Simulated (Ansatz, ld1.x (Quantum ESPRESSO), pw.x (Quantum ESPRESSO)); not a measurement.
## What a changed setting does to a pw.x run (bcc F)

Potential: PAW, ld1.x (Quantum ESPRESSO) 7.5, PBE; core [He], reference 2s2 2p5; waves: 2s (bound): rcut 0.55, rcutus 0.70 bohr; 2s channel at 3.2 Ry: rcut 0.55, rcutus 0.70 bohr; 2p (bound): rcut 1.75, rcutus 1.95 bohr; 2p channel at 2.2 Ry: rcut 1.75, rcutus 1.95 bohr; 3d channel at -0.1 Ry: rcut 1.55, rcutus 1.90 bohr; 3d channel at 0.8 Ry: rcut 1.55, rcutus 1.90 bohr; local part: all-electron potential smoothed inside 1.40 bohr (lloc = -1); core correction: a·sin(br)/r model core inside 0.52 bohr; augmentation: PSQ, inside the norm-conserving radii.

The reference run (k-mesh 17³, cutoffs 110/900 Ry, Fermi–Dirac 0.01 Ry, mixing_beta 0.4, conv_thr 1e-9, no spin) gives -0.54 GPa at 10.330 Å³/atom, where all-electron LAPW gives -0.11 GPa. This run, with its own iteration cap, changes k-mesh points per axis to 6.

```
&control
  calculation='scf', prefix='x', pseudo_dir='./', outdir='./tmp', tstress=.true., disk_io='none'
/
&system
  ibrav=0, nat=1, ntyp=1, ecutwfc=110, ecutrho=900, nbnd=11,
  occupations='smearing', smearing='fd', degauss=0.01
/
&electrons
  conv_thr=1e-09, mixing_beta=0.4, electron_maxstep=60
/
ATOMIC_SPECIES
F 1.0 F.UPF
CELL_PARAMETERS angstrom
  -1.37197683 1.37197683 1.37197683
  1.37197683 -1.37197683 1.37197683
  1.37197683 1.37197683 -1.37197683
ATOMIC_POSITIONS crystal
F 0.0000 0.0000 0.0000
K_POINTS automatic
6 6 6 0 0 0
```

```bash
pw.x < F.scf.in > F.scf.out
```

**Question.** How does the run end?

**Answer.** It converges in 6 iterations; the free energy moves by -7.0 meV/atom and the pressure by -0.44 GPa.

```
Message from routine setup:
     using ibrav=0 with symmetry is DISCOURAGED, use correct ibrav instead
     lattice parameter (alat)  =       4.4906  a.u.
     unit-cell volume          =      69.7103 (a.u.)^3
     number of electrons       =         7.00
     number of Kohn-Sham states=           11
     kinetic-energy cutoff     =     110.0000  Ry
     charge density cutoff     =     900.0000  Ry
     scf convergence threshold =      1.0E-09
     Exchange-correlation= SLA  PW   PBX  PBC
     number of k points=    16  Fermi-Dirac smearing, width (Ry)=  0.0100
     iteration #  1     ecut=   110.00 Ry     beta= 0.40
     total energy              =     -59.14106622 Ry
     estimated scf accuracy    <       0.00001707 Ry
     iteration #  2     ecut=   110.00 Ry     beta= 0.40
     total energy              =     -59.14106662 Ry
     estimated scf accuracy    <       0.00000783 Ry
     iteration #  3     ecut=   110.00 Ry     beta= 0.40
     total energy              =     -59.14106881 Ry
     estimated scf accuracy    <       0.00000009 Ry
     iteration #  4     ecut=   110.00 Ry     beta= 0.40
     total energy              =     -59.14106887 Ry
     estimated scf accuracy    <       0.00000002 Ry
     iteration #  5     ecut=   110.00 Ry     beta= 0.40
     total energy              =     -59.14106885 Ry
     estimated scf accuracy    <       0.00000002 Ry
     iteration #  6     ecut=   110.00 Ry     beta= 0.40
     the Fermi energy is    -1.1016 ev
!    total energy              =     -59.14106887 Ry
     estimated scf accuracy    <          3.8E-10 Ry
     smearing contrib. (-TS)   =      -0.00966243 Ry
     The total energy is F=E-TS. E is the sum of the following terms:
     one-electron contribution =     -16.81300740 Ry
     hartree contribution      =      11.77405318 Ry
     xc contribution           =      -9.19017468 Ry
     ewald contribution        =     -34.38985589 Ry
     one-center paw contrib.   =     -10.51242166 Ry
     convergence has been achieved in   6 iterations
          total   stress  (Ry/bohr**3)                   (kbar)     P=       -9.82
     Message from routine punch:
     Nothing written, as per user request (disk_io='none')
```

The run took about 7.7 s on one core of a shared host (Neoverse-V1, 32 threads, 247 GiB, load 19).
